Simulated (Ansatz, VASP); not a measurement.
# Ti: VASP beside Ansatz

```
Ti
1.0
     2.74732    0.00000    0.00000
     0.00000    2.74732    0.00000
     0.00000    0.00000    2.74732
Ti
1
Direct
  0.00000 0.00000 0.00000
```

Alike in both runs: task single point; functional RPBE; k mesh 13 × 13 × 13; occupations fermi-dirac, width 0.1 eV; no spin polarisation.

|  | VASP | Ansatz |
| --- | --- | --- |
| version | VASP 6.6.1 | Ansatz 0.2.0 |
| potentials or method | VASP PAW PBE potentials, release 64 (Ti_sv) | plane waves (420 eV) with PAW, scalar-relativistic |
| plane-wave cutoff (eV) | 520 | 420 |
| valence electrons in the cell | 12 | 12 |

VASP gave:

| Quantity | Value |
| --- | --- |
| pressure (GPa) | -5.1 |

Question: Estimate Ansatz's values.

Answer: Pressure (GPa): -5.0.

Caveats: the PAW data sets were made with another functional, which shifts forces and pressure a little (VASP).
